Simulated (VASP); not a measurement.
CdS (Greenockite), 4 atoms in the cell. The structure is hexagonal, space group P6_3mc (No. 186). Conventional cell: a = 4.200 Å, b = 4.200 Å, c = 6.845 Å, α = 90.00°, β = 90.00°, γ = 120.00°. Cd (site symmetry 3m) is surrounded by 4 S at 2.57 Å. S (site symmetry 3m) has 4 Cd at 2.57 Å as nearest neighbours. 

* Program: VASP 6.6.1
* Task: relaxation of cell and atoms
* Functional: PBE
* Potentials or basis: VASP PAW PBE potentials, release 64 (Cd, S)
* Cutoff: 600 eV
* k mesh: 9 × 9 × 4
* Occupations: gaussian, width 0.03 eV
* Spin: no spin polarisation
* Further INCAR settings: ALGO = Normal; EDIFF = 1e-07; IBRION = 2; EDIFFG = -0.005; NSW = 90; ISIF = 3

Potentials or basis: VASP PAW PBE potentials, release 64 (Cd, S).

Launch:

```console
$ cat potpaw_PBE.64/Cd/POTCAR potpaw_PBE.64/S/POTCAR > POTCAR
$ mpirun -np 2 vasp_std > vasp.out
```

Hardware: 2 MPI ranks on Intel(R) Xeon(R) 6975P-C (Granite Rapids), on a shared host.

**Question.** Estimate the wall time of this run.

**Answer.** Run time: 62 s on 2 MPI ranks on Intel(R) Xeon(R) 6975P-C (Granite Rapids), on a shared host, peak memory 0.3 GiB a rank. Counts: scf iterations 30, k points 36, ion steps 4.
